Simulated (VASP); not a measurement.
Runs of VASP 6.6.1 on MgS. The structure is hexagonal, space group P6_3mc (No. 186). Conventional cell: a = 4.035 Å, b = 4.035 Å, c = 6.432 Å, α = 90.00°, β = 90.00°, γ = 120.00°. S (site symmetry 3m) has 4 Mg at 2.45 to 2.47 Å as nearest neighbours. Mg (site symmetry 3m) is surrounded by 4 S at 2.45 to 2.47 Å. The cell comes from a database or a generator and needn't be the stable form of this composition.

```tsv
level	potentials or basis	gap on the mesh (eV)	pressure (GPa)	relaxed volume (Å³/atom)	largest force (eV/Å)
PW91	VASP PAW PBE potentials, release 64 (S, Mg)	3.37	0.0	23.00	0.02
RPBE	VASP PAW PBE potentials, release 64 (S, Mg)	3.44	0.0	23.73	0.02
revPBE	VASP PAW PBE potentials, release 64 (S, Mg)	3.42	0.0	23.59	0.02
BLYP	VASP PAW PBE potentials, release 64 (S, Mg)	3.38	-0.1	23.69	0.02
optB88-vdW	VASP PAW PBE potentials, release 64 (S, Mg)	3.43	0.0	22.76	0.01
r2SCAN	VASP PAW PBE potentials, release 64 (S, Mg)	4.14	0.0	22.57	0.01
SCAN	VASP PAW PBE potentials, release 64 (S, Mg)	4.16	0.0	22.46	0.01
rev-vdW-DF2	VASP PAW PBE potentials, release 64 (S, Mg)	(a)	-0.1	22.74	0.02
vdW-DF-cx	VASP PAW PBE potentials, release 64 (S, Mg)	3.41	0.0	22.74	0.01
AM05	VASP PAW PBE potentials, release 64 (S, Mg)	3.41	0.0	22.74	0.01
PBEsol	VASP PAW PBE potentials, release 64 (S, Mg)	3.31	0.0	(b)	0.01
LDA	VASP PAW LDA potentials, release 64 (S, Mg)	3.37	0.0	21.76	0.02
```

Alike in all rows: task relaxation of cell and atoms; no spin polarisation; cell relaxed; k mesh 6 × 6 × 3; cutoff (eV) 600; smearing fermi-dirac 0.05 eV.

Question: Estimate the missing entries.

Answer: (a) 3.35; (b) 22.50.

Caveats: the PAW data sets were made with another functional, which shifts forces and pressure a little (some runs).

Runs at the PBE level aren't shown here.
